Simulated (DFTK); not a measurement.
The system is GaAs.

```
CELL_PARAMETERS angstrom
0.00000 2.82685 2.82685
2.82685 0.00000 2.82685
2.82685 2.82685 0.00000
ATOMIC_POSITIONS crystal
As 0.75000 0.75000 0.75000
Ga 0.00000 0.00000 0.00000
```

Base run:

```yaml
Program: DFTK 0.8.2
Functional: r2SCAN
Potentials_or_basis: in-house norm-conserving set (r2SCAN, scalar relativistic)
Cutoff: 1225 eV
k_mesh: 5 × 5 × 5
Occupations: fermi-dirac, width 0.05 eV
Spin: no spin polarisation
```

Its results: band gap on the k mesh 1.02 eV, direct; pressure 0.6 GPa.

Task: The run is repeated on the same cell with these changes: potentials or basis from in-house norm-conserving set (r2SCAN, scalar relativistic) to SG15 1.2 (PBE); valence electrons from 28 to 18. What comes out?

Result: Band gap on the k mesh 0.59 eV, direct; pressure 0.2 GPa.

Caveats: the program warned that the kinetic-energy density falls under its von Weizsäcker bound, which can give unphysical results (some runs); the potentials were made for another functional, which shifts forces and pressure (some runs).
